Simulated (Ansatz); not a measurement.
## Zone-centre phonons of ZrN at 25 GPa: input and output

These are results of DFT LDA, scalar-relativistic, plane waves, PAW in Ansatz, not measurements.

Launched with:
```bash
ansatz run input.yaml --threads 1 --pin off --max-ram 3072MiB --backend cpu --events-out ev --progress --plain --runs-dir out
```

Input (bare energies are in eV):
```yaml
crystal:
  lattice:
    - [0.0, 2.20666743, 2.20666743]
    - [2.20666743, 0.0, 2.20666743]
    - [2.20666743, 2.20666743, 0.0]
  atoms:
    - { symbol: Zr, position: [0.0, 0.0, 0.0] }
    - { symbol: "N", position: [0.5, 0.5, 0.5] }
basis:
  ecutwfc: 420
kpoints:
  mp_grid: { grid: [16, 16, 16] }
hamiltonian:
  xc: lda
scf:
  occupations: { method: fermi_dirac, width: 0.15 }
output:
  eigenvalues: true
phonons:
  method: dfpt
  eigenvectors: true
```

Results section of the output:
```
--- Phonons (Γ-DFPT): 2 representative perturbations + reference, on 349 of 4096 k-points (Σ response iterations 6) ---
  k mesh reduced under 8 symmetry operations, with k and −k counted as one. Each operation leaves every solved perturbation unchanged. A smaller set is not used because it would not reduce the number of displacements ...
  ASR residual: 5.465e-4 → 0.000e0 eV/Å²; symmetrization residual: 6.944e-7 eV/Å²
  ASR residual per site (eV/Å²): 5.46e-4 1.63e-4
  Γ frequencies (cm⁻¹): 0.00 0.00 0.00 586.69 586.69 586.69
  non-analytic LO–TO correction: not included (Born effective charges unavailable; polar crystals: no LO–TO splitting at Γ)
```

The run took 29 s on 1 thread of Arm Neoverse V1, with other jobs on the host, peak memory 0.59 GiB.

In a metal, frequencies and elastic constants depend on the k mesh and the smearing, soft modes and shear constants most. Other phases may be more stable at this pressure.